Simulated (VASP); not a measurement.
# Pt in VASP: further runs

The runs below take Pt through single point, with optB86b-vdW, rev-vdW-DF2.

All numbers are computed with VASP 6.6.1; they aren't measurements. Logs are shortened: lines on timing, memory, paths and dates and some standing lists are left out, and cuts for length are marked.

## (1) The structure

The cell holds a slab with vacuum, 16 atoms: a = 5.544 Å, b = 5.544 Å, c = 23.290 Å, α = 90.00°, β = 90.00°, γ = 60.00°.

The cell was built by a generator and needn't be a form met in nature.

## (2) Single point, optB86b-vdW

Contents of INCAR:

```
SYSTEM = Pt
  PREC = Accurate
  ENCUT = 400
  EDIFF = 1E-6
  ISMEAR = 1
  SIGMA = 0.1
  LREAL = Auto
  LASPH = .True.
  NELM = 100
  ALGO = Fast
  ISIF = 2
  LWAVE = .False.
  LCHARG = .False.
  GGA = MK
  LUSE_VDW = .True.
  AGGAC = 0.0
  PARAM1 = 0.1234
  PARAM2 = 1.0
  ISYM = 0
  KPAR = 4
```

Contents of KPOINTS:

```
Automatic mesh
0
Gamma
  6 6 1
  0 0 0
```

Contents of POSCAR:

```
Pt                                      
1.0
    5.5437171645      0.0000000000      0.0000000000
    2.7718585823      4.8009998959      0.0000000000
    0.0000000000      0.0000000000     23.2896391657
  Pt            
    16
Selective dynamics
Direct
     0.0000000000000000    0.0000000000000000    0.1073438700000011   F   F   F
     0.5000000000000000    0.0000000000000000    0.1073438700000011   F   F   F
     0.0000000000000000    0.5000000000000000    0.1073438700000011   F   F   F
     0.5000000000000000    0.5000000000000000    0.1073438700000011   F   F   F
     0.1666666667000030    0.1666666667000030    0.2045206892999971   F   F   F
     0.6666666667000030    0.1666666667000030    0.2045206892999971   F   F   F
     0.1666666667000030    0.6666666667000030    0.2045206892999971   F   F   F
     0.6666666667000030    0.6666666667000030    0.2045206892999971   F   F   F
     0.8333326987462464    0.3333334627163737    0.3012530745239242   T   T   T
     0.3333341105673404    0.3333328128735313    0.3012534315733033   T   T   T
     0.8333325256880867    0.8333340161411878    0.3012533088316803   T   T   T
     0.3333337995562192    0.8333332857338409    0.3012536081415425   T   T   T
     0.9999996253721246    0.0000003460073189    0.3998272936694694   T   T   T
     0.5000003487653609    0.9999998307461542    0.3998282817682278   T   T   T
     0.9999996564096839    0.4999999474439422    0.3998267463807355   T   T   T
     0.5000005444292348    0.4999996017330039    0.3998275988666530   T   T   T
```

Potentials or basis: VASP PAW PBE potentials, release 64 (Pt).

Launch:

```bash
$ cat potpaw_PBE.64/Pt/POTCAR > POTCAR
$ mpirun -np 4 vasp_std > vasp.out
```

OUTCAR:

```text
SYSTEM = Pt
   PREC = Accurate
   ENCUT = 400
   EDIFF = 1E-6
   ISMEAR = 1
   LREAL = Auto
   LASPH = .True.
   NELM = 100
   ISIF = 2
   GGA = MK
   ISYM = 0

 ion  position               nearest neighbor table
   1  0.000  0.000  0.107-   2 2.77   2 2.77   4 2.77   4 2.77   3 2.77   3 2.77   6 2.77   7 2.77
                             5 2.77
   2  0.500  0.000  0.107-   1 2.77   1 2.77   3 2.77   3 2.77   4 2.77   4 2.77   5 2.77   8 2.77
                             6 2.77
   3  0.000  0.500  0.107-   4 2.77   4 2.77   2 2.77   2 2.77   1 2.77   1 2.77   8 2.77   5 2.77
                             7 2.77
   4  0.500  0.500  0.107-   3 2.77   3 2.77   1 2.77   1 2.77   2 2.77   2 2.77   7 2.77   6 2.77
                             8 2.77
   5  0.167  0.167  0.205-   9 2.76  10 2.76  12 2.76   6 2.77   6 2.77   8 2.77   8 2.77   7 2.77
                             7 2.77   2 2.77   3 2.77   1 2.77
   6  0.667  0.167  0.205-   9 2.76  11 2.76  10 2.76   5 2.77   5 2.77   7 2.77   7 2.77   8 2.77
                             8 2.77   1 2.77   4 2.77   2 2.77
   7  0.167  0.667  0.205-  11 2.76  10 2.76  12 2.76   8 2.77   8 2.77   6 2.77   6 2.77   5 2.77
                             5 2.77   4 2.77   1 2.77   3 2.77
   8  0.667  0.667  0.205-   9 2.76  11 2.76  12 2.76   7 2.77   7 2.77   5 2.77   5 2.77   6 2.77
                             6 2.77   3 2.77   2 2.77   4 2.77
   9  0.833  0.333  0.301-   6 2.76   8 2.76   5 2.76  10 2.77  12 2.77  11 2.77  11 2.77  12 2.77
                            10 2.77  15 2.80  13 2.80  16 2.80
  10  0.333  0.333  0.301-   6 2.76   5 2.76   7 2.76  11 2.77   9 2.77  12 2.77  12 2.77   9 2.77
                            11 2.77  15 2.80  16 2.80  14 2.80
  11  0.833  0.833  0.301-   6 2.76   8 2.76   7 2.76  10 2.77  12 2.77   9 2.77   9 2.77  12 2.77
                            10 2.77  15 2.80  13 2.80  14 2.80
  12  0.333  0.833  0.301-   8 2.76   5 2.76   7 2.76  11 2.77   9 2.77  10 2.77  10 2.77   9 2.77
                            11 2.77  13 2.80  16 2.80  14 2.80
  13  1.000  0.000  0.400-  16 2.77  14 2.77  15 2.77  15 2.77  14 2.77  16 2.77  12 2.80  11 2.80
                             9 2.80
  14  0.500  1.000  0.400-  13 2.77  15 2.77  16 2.77  16 2.77  15 2.77  13 2.77  12 2.80  10 2.80
                            11 2.80
  15  1.000  0.500  0.400-  16 2.77  14 2.77  13 2.77  13 2.77  14 2.77  16 2.77  10 2.80  11 2.80
                             9 2.80
  16  0.500  0.500  0.400-  13 2.77  15 2.77  14 2.77  14 2.77  15 2.77  13 2.77  12 2.80  10 2.80
                             9 2.80

IMPORTANT INFORMATION: All symmetrisations will be switched off!
NOSYMM: (Re-)initialisation of all symmetry stuff for point group C_1.

----------------------------------------------------------------------------------------

                                     Primitive cell

  volume of cell :     619.8627

  direct lattice vectors                    reciprocal lattice vectors
     5.543717165  0.000000000  0.000000000     0.180384383 -0.104144972  0.000000000
     2.771858582  4.800999896  0.000000000     0.000000000  0.208289944  0.000000000
     0.000000000  0.000000000 23.289639166     0.000000000  0.000000000  0.042937548

  length of vectors
     5.543717165  5.543717165 23.289639166     0.208289944  0.208289944  0.042937548

  position of ions in fractional coordinates (direct lattice)
     0.000000000  0.000000000  0.107343870
     0.500000000  0.000000000  0.107343870
     0.000000000  0.500000000  0.107343870
     0.500000000  0.500000000  0.107343870
     0.166666667  0.166666667  0.204520689
     0.666666667  0.166666667  0.204520689
[... 8 lines left out ...]
     0.999999656  0.499999947  0.399826746
     0.500000544  0.499999602  0.399827599

  ion indices of the primitive-cell ions
   primitive index   ion index
                 1           1
                 2           2
                 3           3
                 4           4
                 5           5
                 6           6
[... 8 lines left out ...]
                15          15
                16          16

----------------------------------------------------------------------------------------

 KPOINTS: Automatic mesh

Automatic generation of k-mesh.
 Grid dimensions read from file:
 generate k-points for:    6    6    1

 Generating k-lattice:

  Cartesian coordinates                     Fractional coordinates (reciprocal lattice)
     0.030064064 -0.017357495  0.000000000     0.166666667  0.000000000  0.000000000
     0.000000000  0.034714991  0.000000000     0.000000000  0.166666667  0.000000000
     0.000000000  0.000000000  0.042937548     0.000000000  0.000000000  1.000000000

  Length of vectors
     0.034714991  0.034714991  0.042937548

  Shift w.r.t. Gamma in fractional coordinates (k-lattice)
     0.000000000  0.000000000  0.000000000

 Subroutine IBZKPT returns following result:
 ===========================================

 Found     20 irreducible k-points:

 Following reciprocal coordinates:
            Coordinates               Weight
  0.000000  0.000000  0.000000      1.000000
  0.166667  0.000000  0.000000      2.000000
  0.166667  0.166667  0.000000      2.000000
  0.000000  0.166667  0.000000      2.000000
  0.333333 -0.000000  0.000000      2.000000
  0.333333  0.333333  0.000000      2.000000
[... 12 lines left out ...]
  0.500000 -0.333333  0.000000      2.000000
 -0.333333  0.333333  0.000000      2.000000
   k-points           NKPTS =     20   k-points in BZ     NKDIM =     20   number of bands    NBANDS=     96
   number of dos      NEDOS =    301   number of ions     NIONS =     16
   total plane-waves  NPLWV = 207360
   dimension x,y,z NGX =    36 NGY =   36 NGZ =  160
   dimension x,y,z NGXF=    72 NGYF=   72 NGZF=  320
   ions per type =              16
   NGX,Y,Z   is equivalent  to a cutoff of  10.80, 10.80, 11.42 a.u.
   NGXF,Y,Z  is equivalent  to a cutoff of  21.59, 21.59, 22.84 a.u.
 SYSTEM =  Pt
   PREC   = accura    normal or accurate (medium, high low for compatibility)
   ISTART =      0    job   : 0-new  1-cont  2-samecut
   ICHARG =      2    charge: 1-file 2-atom 10-const
   ISPIN  =      1    spin polarized calculation?
   LNONCOLLINEAR =      F non collinear calculations
   LSORBIT =      F    spin-orbit coupling
   LASPH  =      T    aspherical Exc in radial PAW
   ENCUT  =  400.0 eV  29.40 Ry    5.42 a.u.   9.04  9.04 37.98*2*pi/ulx,y,z
   NELM   =    100;   NELMIN=  2; NELMDL= -5     # of ELM steps
   EDIFF  = 0.1E-05   stopping-criterion for ELM
   LREAL  =      T    real-space projection
   EDIFFG = 0.1E-04   stopping-criterion for IOM
   NSW    =      0    number of steps for IOM
   IBRION =     -1    ionic relax: 0-MD 1-quasi-New 2-CG
   NFREE  =      0    steps in history (QN), initial steepest desc. (CG)
   ISIF   =      2    stress and relaxation
   ISYM   =      0    0-nonsym 1-usesym 2-fastsym
   POTIM  = 0.5000    time-step for ionic-motion
   TEBEG  =    0.0;   TEEND  =   0.0 temperature during run
   PSTRESS=    0.0 pullay stress
   NELECT =     160.0000    total number of electrons
   NUPDOWN=      -1.0000    fix difference up-down
   EMIN   =  10.00;   EMAX   =-10.00  energy-range for DOS
   EFERMI =   0.00;   METHOD = LEGACY
   ISMEAR =     1;   SIGMA  =   0.10  broadening in eV -4-tet -1-fermi 0-gaus
   EFERMI_NEDOS =   21; number of points for ismear=-14 and -15
   IALGO  =     68    algorithm
   IMIX   =      4    mixing-type and parameters
     AMIX     =   0.40;   BMIX     =  1.00
     AMIX_MAG =   1.60;   BMIX_MAG =  1.00
  volume/ion in A,a.u.               =      38.74       261.44
  Fermi-wavevector in a.u.,A,eV,Ry     =   1.042357  1.969768 14.782829  1.086507
  Thomas-Fermi vector in A             =   2.177018
   LORBIT       =      0    0 simple, 1 ext, 2 COOP (PROOUT), +10 PAW based schemes
   GGA     = MK    functional components
   LHFCALC =     F    Hartree Fock is set to
   AEXX    =    0.0000 exact exchange contribution
   IVDW_NL    =     1    kernel type
   BPARAM     = 6.3000
   IVDW    =     0    specifies the selected vdW correction
   LEPSILON=     F    determine dielectric tensor
   LRPA    =     F    only Hartree local field effects (RPA)
 non-spin polarized calculation
 RMM-DIIS sequential band-by-band and
 Methfessel and Paxton  Order N= 1 SIGMA  =   0.10
  energy-cutoff  :      400.00
  volume of cell :      619.86
 maximum number of plane-waves:     11295
   NGX = 19   NGY = 19   NGZ = 75

 number of electron     160.0000041 magnetization

 Free energy of the ion-electron system (eV)
  ---------------------------------------------------
  ext. energy  EPLUGINS =         0.00000000
  ---------------------------------------------------
  free energy    TOTEN  =       -55.05885251 eV

  energy without entropy =      -55.08946818  energy(sigma->0) =      -55.06905773

 E-fermi :   0.6800     XC(G=0):  -6.4101

 val. band max:        0.6793387790   @ k =   0.0000   0.0000   0.0000
 cond. band min:       0.6907579574   @ k =   0.1667   0.0000   0.0000
 fundamental gap:      0.0114191784
 Fermi energy:         0.6800406371

 k-point     1 :       0.0000    0.0000    0.0000
  band No.  band energies     occupation
      1      -8.9413      2.00000
      2      -7.5671      2.00000
      3      -6.4392      2.00000
      4      -6.3850      2.00000
      5      -6.1691      2.00000
      6      -6.1691      2.00000
[... 84 lines left out ...]
     91       3.1374      0.00000
     92       3.4428      0.00000

 k-point     2 :       0.1667    0.0000    0.0000
  band No.  band energies     occupation
      1      -8.6976      2.00000
      2      -7.3274      2.00000
      3      -6.1986      2.00000
      4      -6.1802      2.00000
      5      -6.1514      2.00000
      6      -5.9986      2.00000
[... 1699 lines left out ...]
     91       3.6880      0.00000
     92       4.2007      0.00000

 k-point    20 :      -0.3333    0.3333    0.0000
  band No.  band energies     occupation
      1      -6.5342      2.00000
      2      -6.5341      2.00000
      3      -6.5341      2.00000
      4      -5.5514      2.00000
      5      -5.5514      2.00000
      6      -5.5514      2.00000
[... 84 lines left out ...]
     91       3.6224      0.00000
     92       3.6224      0.00000
 [bands above 92 left out]

------------------------ aborting loop because EDIFF is reached ----------------------------------------

  FORCE on cell =-STRESS in cart. coord.  units (eV):
  Direction    XX          YY          ZZ          XY          YZ          ZX
  --------------------------------------------------------------------------------------
  -------------------------------------------------------------------------------------
  Total      -11.0220876    -11.0220482      4.7043860     -0.0000356     -0.0000155     -0.0000242
  in kB      -28.4891124    -28.4890106     12.1595641     -0.0000920     -0.0000401     -0.0000625
  external PRESSURE =     -14.9395196 kB  Pullay stress =       0.0000000 kB

 VOLUME and BASIS-vectors are now :
 -----------------------------------------------------------------------------
  energy-cutoff  :      400.00
  volume of cell :      619.86
      direct lattice vectors                 reciprocal lattice vectors
     5.543717165  0.000000000  0.000000000     0.180384383 -0.104144972  0.000000000
     2.771858582  4.800999896  0.000000000     0.000000000  0.208289944  0.000000000
     0.000000000  0.000000000 23.289639166     0.000000000  0.000000000  0.042937548

 POSITION                                       TOTAL-FORCE (eV/Angst)
 -----------------------------------------------------------------------------------
      0.00000      0.00000      2.50000         0.000003      0.000000     -0.294731
      2.77186      0.00000      2.50000         0.000001     -0.000000     -0.294718
      1.38593      2.40050      2.50000         0.000003      0.000001     -0.294736
      4.15779      2.40050      2.50000        -0.000002     -0.000000     -0.294728
      1.38593      0.80017      4.76321         0.000014     -0.000011      0.120229
      4.15779      0.80017      4.76321        -0.000013      0.000004      0.120198
[... 8 lines left out ...]
      6.92964      2.40050      9.31182         0.000029     -0.000005      0.064856
      4.15779      2.40050      9.31184        -0.000031      0.000015      0.064745
 -----------------------------------------------------------------------------------
    total drift:                               -0.000025     -0.000008     -0.019723

  FREE ENERGIE OF THE ION-ELECTRON SYSTEM (eV)
  ---------------------------------------------------
  free  energy   TOTEN  =       -55.0588525060 eV

  energy  without entropy=      -55.0894681833  energy(sigma->0) =      -55.06905773

Total vdW correction in eV:     22.9783657
```

Wall time 12 min (4 MPI ranks of AMD EPYC 9R45 (Zen 5), shared host); peak memory 1.7 GiB.

Results:

* Free energy: -55.0589 eV
* Largest force: 0.295 eV/Å
* Band gap on the k mesh: none (metal or under the smearing width)

Forces in eV/Å, atoms in the order of the input:
```
Pt   0.000  0.000 -0.295
Pt   0.000  0.000 -0.295
Pt   0.000  0.000 -0.295
Pt   0.000  0.000 -0.295
Pt   0.000  0.000  0.120
Pt   0.000  0.000  0.120
Pt   0.000  0.000  0.120
Pt   0.000  0.000  0.120
Pt   0.000  0.000  0.110
Pt   0.000  0.000  0.110
Pt   0.000  0.000  0.110
Pt   0.000  0.000  0.110
Pt   0.000  0.000  0.065
Pt   0.000  0.000  0.065
Pt   0.000  0.000  0.065
Pt   0.000  0.000  0.065
```

Levels at points of the mesh, in eV from the Fermi level:
| k point | band 77 | band 78 | band 79 | band 80 | band 81 | band 82 |
| --- | --- | --- | --- | --- | --- | --- |
| (0.00, 0.00, 0.00) | 0.28 | 0.28 | 0.57 | 0.57 | 0.57 | 0.61 |
| (0.50, 0.00, 0.00) | -0.31 | -0.31 | 0.06 | 0.06 | 0.07 | 0.07 |
| (0.50, 0.50, 0.00) | -0.31 | -0.31 | 0.06 | 0.06 | 0.07 | 0.07 |
| (0.00, 0.50, 0.00) | -0.31 | -0.31 | 0.06 | 0.06 | 0.07 | 0.07 |

Caveat: the PAW data sets were made with another functional, which shifts forces and pressure a little. The run has no spin-orbit coupling, so splittings on Pt are missing.

## (3) Single point, rev-vdW-DF2

Changes to INCAR since step 2:

```diff
@@ -17,3 +17,4 @@
   PARAM1 = 0.1234
-  PARAM2 = 1.0
+  PARAM2 = 0.711357
+  ZAB_VDW = -1.8867
   ISYM = 0
```

KPOINTS is that of step 2.

POSCAR is that of step 2.

Potentials or basis: VASP PAW PBE potentials, release 64 (Pt).

Launch:

```bash
$ cat potpaw_PBE.64/Pt/POTCAR > POTCAR
$ mpirun -np 4 vasp_std > vasp.out
```

Run time: 12 min. Hardware: 4 MPI ranks of AMD EPYC 9R45 (Zen 5), shared host; peak memory 1.7 GiB.

Results (log left out):

```
Free energy            : -58.7246 eV
Largest force          : 0.301 eV/Å
Band gap on the k mesh : none (metal or under the smearing width)
```

Forces on the atoms (eV/Å):
```
Pt   0.000  0.000 -0.301
Pt   0.000  0.000 -0.301
Pt   0.000  0.000 -0.301
Pt   0.000  0.000 -0.301
Pt   0.000  0.000  0.120
Pt   0.000  0.000  0.120
Pt   0.000  0.000  0.120
Pt   0.000  0.000  0.120
Pt   0.000  0.000  0.109
Pt   0.000  0.000  0.109
Pt   0.000  0.000  0.109
Pt   0.000  0.000  0.109
Pt   0.000  0.000  0.072
Pt   0.000  0.000  0.072
Pt   0.000  0.000  0.072
Pt   0.000  0.000  0.072
```

Levels at points of the mesh, in eV from the Fermi level:
```tsv
k point	band 77	band 78	band 79	band 80	band 81	band 82
(0.00, 0.00, 0.00)	0.28	0.28	0.57	0.57	0.57	0.59
(0.50, 0.00, 0.00)	-0.31	-0.31	0.06	0.06	0.07	0.07
(0.50, 0.50, 0.00)	-0.31	-0.31	0.06	0.06	0.07	0.07
(0.00, 0.50, 0.00)	-0.31	-0.31	0.06	0.06	0.07	0.07
```

Caveat: the PAW data sets were made with another functional, which shifts forces and pressure a little.
